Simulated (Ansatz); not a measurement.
**TiS2 (CdI2 type): zero-pressure volume and bulk modulus with BLYP**

What volume and stiffness does BLYP give for TiS2 (CdI2 type)?

Method: DFT BLYP, scalar-relativistic, plane waves, PAW, in Ansatz 0.2.0.

2 further runs of the same task are left out: 2 set aside as unsound or not needed. Runs told in other sessions of the task aren't counted.

## (1) Starting point

It takes space group P-3m1 (No. 164, trigonal). The conventional cell has a = 3.385 Å, b = 3.385 Å, c = 5.786 Å, α = 90.00°, β = 90.00°, γ = 120.00°. Around Ti (site symmetry -3m) lie 6 S at 2.42 Å. S (site symmetry 3m) has 3 Ti at 2.42 Å in its first shell of neighbours.

Coordinates:

```cif
data_structure
_symmetry_space_group_name_H-M 'P 1'
_symmetry_Int_Tables_number 1
_cell_length_a 3.3851
_cell_length_b 3.3851
_cell_length_c 5.7859
_cell_angle_alpha 90.000
_cell_angle_beta 90.000
_cell_angle_gamma 120.000
_cell_volume 57.42
loop_
_atom_site_label
_atom_site_type_symbol
_atom_site_fract_x
_atom_site_fract_y
_atom_site_fract_z
_atom_site_occupancy
Ti1 Ti 0.00000 0.00000 0.00000 1
S1 S 0.33333 0.66667 0.24650 1
S2 S 0.66667 0.33333 0.75350 1
```

At PBE, an earlier run found 1.69 GPa for this cell of 19.139 Å³/atom (8×8×4 mesh), no gap.

## (2) At the given cell

Contents of input.yaml:

```yaml
crystal:
  lattice:
    - [3.3850868906, 0.0, 0.0]
    - [-1.6925434453, 2.9315712413, 0.0]
    - [0.0, 0.0, 5.7859209095]
  atoms:
    - { symbol: Ti, position: [0.0, 0.0, 0.0] }
    - { symbol: S, position: [0.3333333333, 0.6666666667, 0.2465009822] }
    - { symbol: S, position: [0.6666666667, 0.3333333333, 0.7534990178] }
basis:
  ecutwfc: 420
  ecutrho_ratio: 4
kpoints:
  mp_grid: { grid: [8, 8, 4] }
hamiltonian:
  xc: blyp
scf:
  occupations: { method: gaussian, width: 0.05 }
output:
  forces: true
  stress: true
  eigenvalues: true
relax:
  f_tol: 0.02
  max_steps: 40
  cell: { stress_tol: 0.2, fix: [volume] }
```

Run with:

```bash
ansatz run input.yaml --threads 4 --pin off --max-ram 8192MiB --backend cpu --events-out ev --progress --plain --runs-dir out
```

Further steps of the session: A step to a new volume; A step to a new volume; A step to a new volume; A step to a new volume; A step to a new volume; A step to a new volume; Volume × 0.98 of the new zero; Volume × 1.02 of the new zero; Volume × 0.96 of the new zero; Volume × 1.04 of the new zero.

**Question.** What will these runs give? Wanted: volume nearest zero pressure; fit.

As calculated:

```
                    quantity                       value
volume nearest zero pressure  26.330 Å³/atom at 0.12 GPa
       gap on the mesh there                     0.25 eV
                         fit           no modulus quoted
                 time in all                        47 s
```

**Reading.** The points of this series lie on one side of the minimum, so the fit isn't pinned and no modulus is quoted. No dispersion term is included, so distances between weakly bound layers or units are the least certain numbers.
